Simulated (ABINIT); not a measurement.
Co: single point with PBE

Co:

```
Co
1.0
     2.48736    0.00000    0.00000
    -1.24368    2.15412    0.00000
     0.00000    0.00000    4.06329
Co
2
Direct
  0.33137 0.64975 0.73713
  0.67030 0.32052 0.26370
```

The cell isn't the ideal one: atoms moved at random, drawn with an rms of 0.05 Å.

```json
{
 "Program": "ABINIT 10.8.3 (patched build)",
 "Task": "single point",
 "Functional": "PBE",
 "Potentials or basis": "JTH PAW PBE v2.0",
 "Cutoff": "707 eV",
 "k mesh": "12 × 12 × 7",
 "Occupations": "fermi-dirac, width 0.05 eV",
 "Spin": "collinear spin, ferromagnetic start",
 "Starting moments": "[2.0, 2.0] μB"
}
```

```json
{
 "Pressure": "1.8 GPa",
 "Largest force": "0.743 eV/Å",
 "Band gap on the k mesh": "none (metal or under the smearing width)",
 "Net moment": "3.28 μB per cell",
 "Site moments": "Co +1.72 μB",
 "Valence electrons inside the program's atomic spheres": "Co 15.55 (radii [1.1161] Å)"
}
```

Forces in eV/Å, atoms in the order of the input:
```
Co   0.016  0.022  0.743
Co  -0.016 -0.022 -0.743
```

Stress tensor (GPa, compression positive):
```
2.59 0.23 0.13
0.23 2.18 0.13
0.13 0.13 0.54
```

Levels at points of the mesh, in eV from the Fermi level:
Spin up:
```tsv
k point	band 16	band 17	band 18	band 19	band 20	band 21	band 22
(0.00, 0.00, 0.00)	-1.96	-1.93	-0.88	-0.84	-0.25	6.01	21.84
(0.50, 0.00, 0.00)	-0.74	-0.73	-0.53	1.27	3.22	9.30	10.47
(0.00, 0.50, 0.00)	-0.73	-0.72	-0.53	1.21	3.28	9.21	10.36
(0.50, 0.50, 0.00)	-0.73	-0.72	-0.53	1.23	3.26	9.23	10.39
```
Spin down:
| k point | band 11 | band 12 | band 13 | band 14 | band 15 | band 16 | band 17 | band 18 | band 19 | band 20 |
| --- | --- | --- | --- | --- | --- | --- | --- | --- | --- | --- |
| (0.00, 0.00, 0.00) | -1.12 | -0.99 | -0.98 | -0.71 | -0.70 | -0.25 | -0.09 | -0.05 | 1.05 | 1.08 |
| (0.50, 0.00, 0.00) | -3.29 | -1.89 | -1.12 | -1.11 | -0.66 | 1.20 | 1.30 | 1.37 | 2.54 | 4.22 |
| (0.00, 0.50, 0.00) | -3.31 | -1.86 | -1.13 | -1.05 | -0.65 | 1.21 | 1.31 | 1.36 | 2.49 | 4.28 |
| (0.50, 0.50, 0.00) | -3.31 | -1.87 | -1.13 | -1.06 | -0.65 | 1.20 | 1.31 | 1.37 | 2.51 | 4.27 |

It took 3.7 min on 4 MPI ranks on Arm Neoverse V1, on a shared host, peak memory 1 GiB a rank.
